The HSE06 row looks wrong. The recipes of HSE06 and PBE0 both name a quarter as the share of exact exchange, yet PBE0 raises the PBE gap from 1.282 to 2.585 eV while HSE06 stops at 1.952 eV. The same share of the same ingredient does only about half the work. To predict the gap one must know how much exact exchange is mixed in, and also over what distance it acts.

PbO, 4 atoms in the cell, built as h-MgO (five-fold), space group P6_3/mmc (194), conventional a = 4.260, c = 5.277 Å, 20.74 Å³ an atom. Band gap at fixed atoms by several levels of theory, each on its own k mesh. Ansatz 0.2.0, plane-wave PAW, no spin polarisation, cell relaxed with r2SCAN.

| level of theory | band gap (eV) | least direct gap (eV) |
| --- | --- | --- |
| PBE | 1.282 | 1.282 |
| r2SCAN | 1.571 | 1.580 |
| HSE06 | 1.952 | 1.952 |
| PBE+SOC | 0.731 | 0.731 |
| PBE0 | 2.585 | 2.585 |
| LDA | 1.229 | 1.229 |
| DDH-PBE0 | 1.862 | 1.862 |
| G0W0/PBE 120eV | 1.419 | n/a |

The simple pattern behind that surprise is a straight line: the gap widens in proportion to the share of exact exchange. PBE, with none, and PBE0, with a quarter, define the line, which rises by 0.52 eV for every tenth of exact exchange. Two rows can't prove that the line is straight, so it serves here as a ruler. Of the rows that can be placed on it, two break the pattern by more than half an electronvolt: HSE06, which lies 0.63 eV below PBE0 at the same share, and PBE+SOC, which lies 0.55 eV below PBE with no change of exchange at all.

Why exact exchange opens a gap can be seen without a formula. In the usual description each electron is repelled by the whole electron cloud, and an electron in a filled state is part of that cloud, so it is repelled by itself. Exact exchange removes this false repulsion and lowers the filled states. In a crystal, where each state is spread over many cells, the correction comes from all the filled states together. An electron placed in an empty state was never part of the cloud and has no such repulsion to lose. PBE makes the correction through a potential that depends on the local density and its gradient, and such a potential can't ask whether a state is filled; it lowers both kinds of state by a compromise amount.

HSE06 applies the remedy only at short distances. It divides the repulsion between two electrons into a steep short-range part and a smooth long-range part, uses exact exchange for a quarter of the first, and leaves the second entirely to PBE. The difference between PBE0 and HSE06 is therefore the effect of a quarter of exact exchange at long range. The two rows share mesh and cutoff, and in both of them the two band edges lie at the same point H, a corner of the Brillouin zone. At that point the comparison is direct, though full-range exchange is expected to converge more slowly with the mesh than its short-range part, and the table holds no finer mesh for either hybrid. The coarser mesh of the hybrids could also miss a slightly lower conduction minimum elsewhere, such as the one that r2SCAN finds 0.009 eV below H.

The size of that difference can be estimated because the long-range interaction is so smooth. In atomic units it is $\mathrm{erf}(\omega r)/r$, where $r$ is the distance between the electrons and $\omega$ sets where the division falls. At small $r$ it doesn't diverge, but levels off at the height $v_0 = 2\omega/\sqrt{\pi}$. Suppose that it kept this height over the whole distance at which the filled states are correlated by exchange. Exact exchange would then lower every filled state by $v_0$ and leave every empty state where it was, because a constant interaction only asks whether the state belongs to the filled set.

The PBE exchange that is replaced must be subtracted. Each electron is surrounded by an exchange hole, a region from which exactly one electron's worth of charge is missing, and with a constant interaction this gives an energy of $-v_0/2$ for each electron, the half avoiding double counting. A semilocal functional that reproduces this energy has a potential of $-v_0/2$, the same for filled and empty states. Exchanging one description for the other moves a filled state from $-v_0/2$ to $-v_0$ and an empty one from $-v_0/2$ to zero. With a share $a$ of exact exchange, the edges should thus move apart by equal steps of $a v_0/2$, and the gap should grow by $a v_0$.

For HSE06 the standard value of $\omega$ is roughly 0.11 per bohr. The height is then $2 \times 0.11/\sqrt{\pi} = 0.124$ hartree, or about 3.4 eV. A quarter of it is 0.84 eV, which should be the gap difference between PBE0 and HSE06. The computed difference is 0.63 eV, three quarters of the estimate, which was made without any gap from the table.

The band edges offer a sharper test than the gap, since the argument predicts how the opening is shared. On going from HSE06 to PBE0 the valence edge falls by 0.32 eV and the conduction edge rises by 0.31 eV. If the two runs share their energy zero, as their common cell and cutoff suggest, the predicted symmetry is there almost exactly, although each step is smaller than the estimated 0.42 eV. At these two edges long-range exchange acts much as the picture says: it pushes the filled and the empty state apart by nearly equal steps.

Whatever the mesh contributes, an overestimate is expected. The interaction isn't truly flat; at a distance of $1/\omega$, about 5 Å or twice the Pb–O bond length, it has already lost a quarter of its height. Filled states then gain less than $v_0$, and empty states are no longer left quite alone. How far exchange reaches in this crystal isn't among the results, so the missing quarter of the estimate can be explained in kind but not calculated.

The estimate contains no property of lead or oxygen, only the share of exchange and the length at which the interaction is divided. For another insulator with compact exchange holes, the same reasoning gives the same first guess: PBE0 should lie above HSE06 by some tenths of an electronvolt, and by less than the flat limit. The short-range part is different. It accounts for the remaining 0.67 eV between PBE and HSE06, and because the interaction is steep there, its effect depends on the shapes of the orbitals. That the two parts are nearly equal in this crystal is a result for PbO, not a rule.

The physical reason for weakening long-range exchange is that electrons in a solid screen one another. HSE06 imitates this by switching exact exchange off at large distances. A dielectric-dependent hybrid such as DDH-PBE0 normally keeps it at all distances but sets its share by the dielectric constant: the stronger the screening, the smaller the share. The two routes end only 0.09 eV apart here. The share used for DDH-PBE0 isn't stated; read backwards, the line would require about 0.11, which is an inference from the gap and no test of the line.

A wider gap doesn't always need exact exchange. r2SCAN has none and still lies 0.29 eV above PBE, whereas LDA stays within about 0.05 eV of it. The usual explanation is that r2SCAN also depends on the kinetic-energy density of the orbitals, so its potential no longer treats all states alike. It imitates a small part of what exact exchange does, though no row isolates this ingredient.

The G0W0 row needs more caution, for it adds only 0.14 eV to the PBE gap. At finite numbers of bands and a finite cutoff, such gaps typically fall 6 to 9 % short of their basis limit. A shortfall of that size would put the limit at 1.51 to 1.56 eV, so the part still missing may be as large as the computed shift. That range ends just below the r2SCAN gap, but a single crystal can fall outside it. The row therefore can't settle whether G0W0 lies above or below r2SCAN, and its small step deserves no physical explanation until the settings have been tightened.

The second large break belongs to another kind of physics. Adding spin-orbit coupling to PBE cuts the gap from 1.282 to 0.731 eV, a loss of 43 %. Here a more complete theory gives a smaller gap, against the habit of expecting each improvement to widen it. Exchange is the same in both rows, so no adjustment of its share or range could account for the drop.

The cause is the heavy lead nucleus. An electron close to it moves so fast that its spin couples strongly to its orbital motion, and the empty Pb 6p level splits into a lower and an upper group. The bottom of the conduction band, which in a lead(II) oxide is expected to be largely Pb 6p, follows the lower group down. The top of the valence band is expected to consist mainly of O 2p and Pb 6s; oxygen is light, and an s state has no orbital angular momentum for the spin to couple to. With tin in place of lead the splitting would be much smaller, as it is in the free atoms.

The band edges agree with this account: the conduction edge drops by 0.62 eV and the valence edge by only 0.06 eV. The orbital make-up of the edges wasn't printed, so the assignment to Pb 6p rests on chemistry as well as on these shifts. The energy zeros may differ too: the total energies of the two runs lie 77 eV apart, far more than spin-orbit coupling among the valence electrons is expected to give, so the atomic cores are probably treated differently. The change of the gap doesn't depend on the zero, though a different core could alter it slightly.

All the other rows lack this coupling, and their gaps are therefore probably much too wide for the level of theory that they name. If the shift found with PBE carries over unchanged, HSE06 would come down to about 1.40 eV and PBE0 to about 2.03 eV. The assumption is reasonable, because the coupling arises close to the lead nucleus, where mixing in exact exchange is expected to change the orbitals little, though it may change how much Pb 6p the conduction edge contains. These two values are nevertheless estimates and not results.

They reveal a trap. Plain PBE, at 1.28 eV, lies only about 0.12 eV below the estimate for HSE06 with spin-orbit coupling, although it lacks both ingredients. Exact exchange at short range would raise its gap by 0.67 eV and spin-orbit coupling would lower it by 0.55 eV, so the two omissions nearly cancel. In a compound of lighter elements the second would shrink and the cancellation would go with it. A plausible PBE gap in a lead compound is thus no sign that PBE describes the compound well.

Measured gaps of PbO can't decide between these levels, because this crystal is a hypothetical one. Its symmetry holds each lead atom at the centre of its five oxygen neighbours, whereas in the known forms of PbO the lone pair pushes lead off centre. What the table leaves open is whether the two large breaks really add. A single HSE06 calculation with spin-orbit coupling on the same atoms would tell: a gap near 1.4 eV would support treating exchange and spin-orbit coupling as separate corrections, and a clear departure would show that each changes the other.
